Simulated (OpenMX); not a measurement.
CdSe (Cadmoselite) in OpenMX: the effect of dispersion

The system is CdSe (Cadmoselite).

```xyz
4
Lattice="4.3000 0.0000 0.0000 -2.1500 3.7239 0.0000 0.0000 0.0000 7.0200" Properties=species:S:1:pos:R:3 pbc="T T T"
Cd    2.1500    1.2413    3.5100
Cd    0.0000    2.4826    0.0000
Se    2.1500    1.2413    6.2127
Se    0.0000    2.4826    2.7027
```

Alike in all runs:

```yaml
Program: OpenMX 3.8.5
Task: single point
Functional: PBE
Potentials_or_basis: OpenMX 2013 PBE set, Cd7.0-s3p2d2, Se7.0-s3p2d2, grid cutoff 500 Ry
k_mesh: 5 × 5 × 3
Occupations: fermi-dirac, width 0.05 eV
Spin: no spin polarisation
```

| dispersion | pressure (GPa) |
| --- | --- |
| none | ? |
| D3 | 1.5 |
| D3(BJ) | 1.6 |
| D4 | 1.6 |

Question: What does the run with dispersion none give?

Answer: Pressure 3.6 GPa.

Caveats: the basis of atomic orbitals isn't converged, which shifts pressures, moduli and gaps.
